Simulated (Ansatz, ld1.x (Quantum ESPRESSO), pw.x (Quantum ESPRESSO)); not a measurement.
# From atom to crystal: PAW potential for Nb

ld1.x (Quantum ESPRESSO) 7.5 input, shortened:

```
&input
   title='Nb', zed=41., rel=1, dft='PBE', iswitch=3,
   config='[Kr] 4d4 4f-2 5s0 5p0'
 /
 &inputp
   pseudotype=3, lpaw=.true., tm=.true., lloc=3,
   nlcc=.true., new_core_ps=.true., rcore=1.20,
   which_augfun='BESSEL', rmatch_augfun=1.75
 /
7
4S  1  0   2.00   0.00  1.65  2.00  0.0
5S  2  0   0.00   0.00  1.65  2.00  0.0
4P  2  1   6.00   0.00  1.70  1.90  0.0
5P  3  1   0.00   0.00  1.70  1.90  0.0
4D  3  2   4.00   0.00  2.25  2.60  0.0
4D  3  2   0.00   0.10  2.25  2.60  0.0
4F  4  3  -2.00   0.35  2.45  2.45  0.0
 &test
   configts(1)='4s2 4p6 4d4 5s0 5p0'
 /
```

Atomic tests: cutoffs needed: 25 Ry and 40 Ry (the cutoffs (Ry, on a coarse ladder) from which the occupation-weighted sum of valence levels, in a spherical-Bessel basis at the reference potential, stays within 10 and 1 mRy of its value at 400 Ry); ghost test: no extra level below or beside the all-electron valence levels (s, p, d, f tested) (spherical-Bessel basis up to 400 Ry, 20 bohr box); configuration tests: 1 of 7 tests not solved or not reliable.

Crystal test: fcc Nb in pw.x 7.5, no spin, 13³ k-points, Fermi–Dirac smearing 0.01 Ry, cutoffs 50/400 Ry. The reference is all-electron LAPW (Ansatz 0.2.0) with the same functional, mesh and smearing; V0 and B0 come from Birch–Murnaghan fits to the pressures at five volumes. Errors are pseudo minus all-electron; Δ is the rms difference of the E(V) curves that follow from these fits, minima aligned, over ±6 % about the mean V0. Mesh and smearing are coarse, so the numbers serve the comparison and aren't converged zero-temperature values; the lattice is a test structure that the element need not adopt.

| V (Å³/atom) | P all-electron (GPa) | P pseudo (GPa) |
| --- | --- | --- |
| 17.835 | 9.53 | 7.49 |
| 18.305 | 4.63 | 2.84 |
| 18.774 | 0.27 | -1.29 |
| 19.243 | -3.60 | -4.97 |
| 19.713 | -7.05 | -8.24 |

All-electron: a0 = 4.221 Å (V0 = 18.81 Å³/atom), B0 = 163.2 GPa.

Pseudopotential: mean pressure error (GPa): -1.59; a0 (Å): 4.208; a0 error (%): -0.33; B0 error (%): -1.6; Δ (meV/atom): 6.6. Atomic configuration tests: 1 of 7 tests not solved or not reliable. The logarithmic derivative shows an extra or strongly shifted pseudo pole above the reference energy (d near -0.33 Ry).

Question: At the middle volume, how do free energy and pressure move when the wave cutoff is lowered (ecutrho held at 400 Ry)?

Answer:

```
cutoff (Ry)  shift of F (meV/atom)  shift of P (GPa)
         22                 +395.6            -10.39
         30                  +74.1             -1.62
         40                   +8.0             -0.37
```

The run at the middle volume (84 k-points, 18 iterations) took about 21 s on one core of a shared host (Neoverse-V2, 96 threads, 742 GiB, load 14).
